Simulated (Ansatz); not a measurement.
# NaCl (rocksalt): gap against strain (biaxial in x and y, z held)

Rocksalt NaCl, relaxed with r2SCAN in the PAW code Ansatz, then strained (biaxial in x and y, z held; changes of length per length, axes as in the cell below) with the atoms relaxed again within the symmetry that is left. It is cubic, Fm-3m (No. 225); a = 5.605 Å in the conventional setting, 22.02 Å³ an atom. Around Na lie 6 Cl at 2.80 Å; around Cl lie 6 Na at 2.80 Å. Calculated for a static, non-magnetic cell.

```
Na Cl
1.0
     0.00000    2.80270    2.80270
     2.80270    0.00000    2.80270
     2.80270    2.80270    0.00000
Na Cl
1 1
Direct
  0.00000 0.00000 0.00000
  0.50000 0.50000 0.50000
```

Gaps are the least over each mesh (PBE 8×8×8, r2SCAN 8×8×8, HSE06 6×6×6 when unstrained) and the special points, which keep their unstrained names; stress is the change from the unstrained cell, compression positive.

```
strain (%)  gap, PBE (eV)  gap, r2SCAN (eV)  gap, HSE06 (eV)  edges, HSE06  in-plane stress, r2SCAN (GPa)  energy rise, r2SCAN (meV/atom)
     -4.77          5.581             6.407            6.985             Γ                          +4.82                            27.8
       0.0          5.180             5.975            6.559             Γ                           0.00                             0.0
     +1.12          5.090             5.879            6.462             Γ                          -0.74                             1.1
     +3.16          4.935             5.714            6.295             Γ                          -1.80                             8.3
     +4.95          4.809             5.579            6.159             Γ                          -2.49                            19.1
```

Between zero and the nearest strains the slope of the HSE06 gap against strain is -0.089 eV per percent for negative and -0.087 for positive strain.

The meshes of the hybrids are coarse, so their gaps aren't converged to the digits shown.
